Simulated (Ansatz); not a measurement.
TiSi2:

```
Ti Si
1.0
     1.76511   -6.75928    0.00000
     1.76511    6.75928    0.00000
     0.00000    0.00000    3.56517
Ti Si
2 4
Direct
  0.10312 0.89688 0.25000
  0.89688 0.10312 0.75000
  0.75031 0.24969 0.25000
  0.24969 0.75031 0.75000
  0.44175 0.55825 0.25000
  0.55825 0.44175 0.75000
```

The cell comes from a database or a generator and needn't be the stable form of this composition.

Base run:

```yaml
Program: Ansatz 0.2.0
Functional: LDA
Potentials_or_basis: all-electron LAPW, scalar-relativistic
Cutoff: 212 eV
Density_cutoff: 849 eV
Basis_error_allowed: 0.002 eV/atom
k_mesh: 8 × 8 × 8
Occupations: fermi-dirac, width 0.05 eV
Spin: no spin polarisation
```

Its results: pressure -5.4 GPa; largest force 0.108 eV/Å.

Task: After a change of settings the same cell gave: pressure 1.8 GPa; largest force 0.190 eV/Å. Which change was it?
A. functional from LDA to PBEsol
B. functional from LDA to PBEsol; basis error allowed from 0.002 eV/atom to 0.001 eV/atom
C. functional from LDA to PBEsol; potentials or basis from all-electron LAPW, scalar-relativistic to all-electron PAW datasets made for the crystal
D. functional from LDA to PBE

Result: D.

PBE binds less tightly than LDA, so the same cell stands under more pressure.

Not every run made on this cell is shown here.
